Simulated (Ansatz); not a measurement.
The cell is COD entry 9008473, as deposited and not checked against the literature; nothing was relaxed. The listed cell was then made from it by scaling, straining or moving an atom.

Li: DFT, PBE, all-electron LAPW, scalar-relativistic (Ansatz 0.2.0). What sets it apart from a plain run of this crystal: xy engineering shear strain of -1 %.

```yaml
crystal:
  lattice:
    - [-0.01101, 2.202, 2.202]
    - [2.202, -0.01101, 2.202]
    - [2.19099, 2.19099, 0.0]
  atoms:
    - { symbol: Li, position: [0.0, 0.0, 0.0] }
kpoints:
  mp_grid: { grid: [13, 13, 13] }
scf:
  occupations: { method: fermi_dirac, width: 0.08 }
hamiltonian:
  xc: pbe
  pseudopotentials: { kind: all_electron, lapw: { basis_error: 0.00025 } }
output:
  forces: true
  stress: true
  eigenvalues: true
```

Output (standing set-up lines are left out):

```
LAPW: plane waves up to 4.647 Å⁻¹, error target 2.5e-4 eV per atom; small_component_spin mean_spin; Li in spheres of 1.549 Å, 3 of its electrons in bands, Dirac shells []
Basis set: ecut = 82.2879958329692 eV, 27 PW (Γ), exchange–correlation at level 2
Symmetry: 8 space group operations
Space group: Immm (ITA 71), of the structure as read, at distance tolerance 2.8e-5 Å
k-points: 343 of 2197
iter 1 solved again at ethr=2.11e-5 eV; its pass at ethr=1.00e-1 eV (dr2=6.34e-4 eV) is discarded
SCF iter   1: F=—  HF=-204.688642 eV  |F-HF|=—  |Δ(HF+E_count)|=         —  Δρ=1.65e-3  dr2=6.31e-4  ethr=2.11e-5  ⟨swp⟩=4.1  Hψ=18071  notcnv=0
preconditioner: auto → none  [metal: Δε(μ)=0.003 eV  Ē_g=10.180 eV  σ=0.080 eV  W_gap=0.01  n_scr=0 (ndim 8)  ℏωp=8.0 eV  f_vac=0.000  D(μ)=0.61/eV (n_scr^D=0)]
SCF iter   2: F=—  HF=-204.687975 eV  |F-HF|=—  |Δ(HF+E_count)|=   6.67e-4  Δρ=8.25e-4  dr2=1.57e-4  ethr=2.10e-5  ⟨swp⟩=2.0  Hψ=5727  notcnv=0
iter 3 solved again at ethr=1.05e-8 eV; its pass at ethr=5.24e-6 eV (dr2=3.15e-7 eV) is discarded
SCF iter   3: F=—  HF=-204.687852 eV  |F-HF|=—  |Δ(HF+E_count)|=   1.23e-4  Δρ=3.67e-5  dr2=3.15e-7  ethr=1.05e-8  ⟨swp⟩=2.0  Hψ=9739  notcnv=0
SCF iter   4: F=-204.687852 eV  HF=-204.687852 eV  |F-HF|=8.45e-10  |Δ(HF+E_count)|=   3.40e-8  Δρ=1.32e-6  dr2=4.08e-10  ethr=1.05e-8  ⟨swp⟩=2.0  Hψ=5727  notcnv=0
SCF 1 converged in 4 iterations: F = -204.687852 eV  dr2 = 4.08e-10
SCF converged after 4 iterations
Free energy (F): -204.687852 eV
Harris-Foulkes:  -204.687852 eV  (|F-HF|=8.45e-10)
Internal energy: -204.675419 eV  (E = F + TS)
E sigma→0 (E₀):  -204.681635 eV
Entropy (-TS):   -0.012434 eV (-12.434 meV/atom)
Fermi energy:    0.767602 eV
--- Per-component energies (eV) ---
  E_band       = -92.278535
  E_kinetic    = 202.825320
  E_xc         = -50.648225
  E_electrostatic = -356.852513  (all electrons and nuclei)
  E_smearing   = -0.012434  (= −TS)
  E_closure    = 0.000000  (closes the sum)
  E_atoms      = -202.784629  (free atoms, spherical and without spin; not in F)
  Σ components = -204.687852   (vs F -204.687852, Δ=0.00e0)
  Basis errors (estimates in eV, not in F): energy 8.1e-5 per atom: plane waves 8.0e-5 (5.7e-5 summed), levels above the bands 9.1e-80, relativity 6.3e-9, radial functions 1.2e-6, core shells 0.0e0; eigenvalues (radial functions only) 2.7e-5; not estimated: angular momenta, meshes, grids; target (lapw.basis_error) 2.5e-4; muffin-tin radii Li 1.549 Å
--- Forces (eV/Å), atoms counted from 1 ---
  atom   1  Li     0.00000000     0.00000000    -0.00000000
  max |Σ_I F_I| component: 1.54e-33 eV/Å
--- Stress (GPa, compression-positive) ---
       -0.666826       0.064192       0.000000
        0.064192      -0.666826       0.000000
        0.000000       0.000000      -0.669558
  P = ⅓ Tr σ = -0.6677 GPa (-6.677 kbar)
--- Band table (eV; the first three rows and the last of 343) ---
  k-point 0: bands = ["-45.8507", "-2.7517", "14.4774", "14.5770", "14.6858", "18.2419"]
  k-point 1: bands = ["-45.8498", "-2.6471", "13.5910", "14.2511", "14.3815", "17.6416"]
  k-point 2: bands = ["-45.8475", "-2.3331", "11.3842", "13.7959", "13.9140", "17.6597"]
  k-point 342: bands = ["-45.8314", "2.3335", "5.2140", "7.9674", "9.1146", "11.9733"]
```
